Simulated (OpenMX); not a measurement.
SiC and the effect of the dispersion correction

Symmetry: P6_3mc, No. 186, hexagonal system. Conventional cell: a = 3.076 Å, b = 3.076 Å, c = 5.048 Å, α = 90.00°, β = 90.00°, γ = 120.00°. Si (site symmetry 3m) has 4 C at 1.87 to 1.94 Å as nearest neighbours. C (site symmetry 3m) has 4 Si at 1.87 to 1.94 Å as nearest neighbours.

Kept alike: task single point; functional PBE; k mesh 7 × 7 × 5; occupations fermi-dirac, width 0.05 eV; no spin polarisation. Program: OpenMX, OpenMX 2013 PBE set, Si7.0-s2p2d1, C6.0-s2p2d1, grid cutoff 300 Ry. The mesh is that of the run's cell of 4 atoms. No spin-orbit coupling.

| dispersion correction | pressure (GPa) |
| --- | --- |
| D3(zero) | 3.34 |
| D3(BJ) | 0.72 |
| D4 | 1.19 |
| none | 5.40 |

Pressure is positive in compression.

Problem. What does the dispersion correction change here?

Solution. The pressure runs from 0.72 (D3(BJ)) to 5.40 GPa (none). Dispersion terms mostly attract, so at fixed cell they lower the pressure.
